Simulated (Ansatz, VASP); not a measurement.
**Be: VASP beside Ansatz**

```xyz
1
Lattice="0.0000 1.5626 1.5626 1.5626 0.0000 1.5626 1.5626 1.5626 0.0000" Properties=species:S:1:pos:R:3 pbc="T T T"
Be    0.0000    0.0000    0.0000
```

Alike in both runs: task single point; functional PBE; k mesh 30 × 30 × 30; occupations gaussian, width 0.1 eV; no spin polarisation.

```csv
,VASP,Ansatz
version,VASP 6.6.1,Ansatz 0.2.0
potentials or method,"VASP PAW PBE potentials, release 64 (Be)","scalar-relativistic, plane waves, PAW"
plane-wave cutoff (eV),520,420
valence electrons in the cell,2,2
```

|  | VASP | Ansatz | Ansatz less VASP |
| --- | --- | --- | --- |
| gap on the k mesh at the Fermi level (eV) | none | none | - |
| pressure (GPa) | 4.0 | 3.8 | -0.15 |

A gap of «none» marks a metal or a gap that the smearing closes.
